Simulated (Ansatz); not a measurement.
Runs of Ansatz 0.2.0 on BeTe. The structure is cubic, space group F-43m (No. 216). The conventional cell has a = 5.540 Å, b = 5.540 Å, c = 5.540 Å, α = 90.00°, β = 90.00°, γ = 90.00°. Te (site symmetry -43m) has 4 Be at 2.40 Å as nearest neighbours. Around Be (site symmetry -43m) lie 4 Te at 2.40 Å. 

| task | level | spin | cell | cutoff (eV) | points for each segment of the path | gap on the mesh (eV) | pressure (GPa) | relaxed volume (Å³/atom) |
| --- | --- | --- | --- | --- | --- | --- | --- | --- |
| relaxation of cell and atoms | PBEsol0 | off | relaxed | 420 | - | 3.23 | 0.0 | (b) |
| single point | HSE06 | SOC, no magnetisation | as given | 420 | - | 2.23 | 3.7 | - |
| relaxation of cell and atoms | HSEsol | off | relaxed | 420 | - | (a) | 0.0 | 22.06 |
| relaxation of cell and atoms | B3LYP | off | relaxed | 420 | - | 3.43 | 0.0 | 23.33 |
| band structure | r2SCAN50 | off | as given | 500 | 4 | 4.66 | 3.1 | - |

Alike in all rows: potentials or basis Ansatz PAW; k mesh 4 × 4 × 4; smearing fermi-dirac 0.05 eV; the mesh is coarse, so values aren't converged.

**Question.** Estimate the missing entries.

**Answer.** (a) 2.56; (b) 22.03.

Caveats: all runs use coarse meshes; the PAW data sets come from PBE, with cores solved anew for the run's functional, which leaves a small shift of forces and pressure; spin-orbit coupling is left out, which moves the levels of the heavy elements (some runs); the plane-wave basis is chosen anew once the cell has moved, so the energies of steps on either side of that aren't comparable (some runs); the thresholds are loose for stress (some runs).

A k mesh can miss the band edges, and rows without SOC leave out spin-orbit coupling on Te.
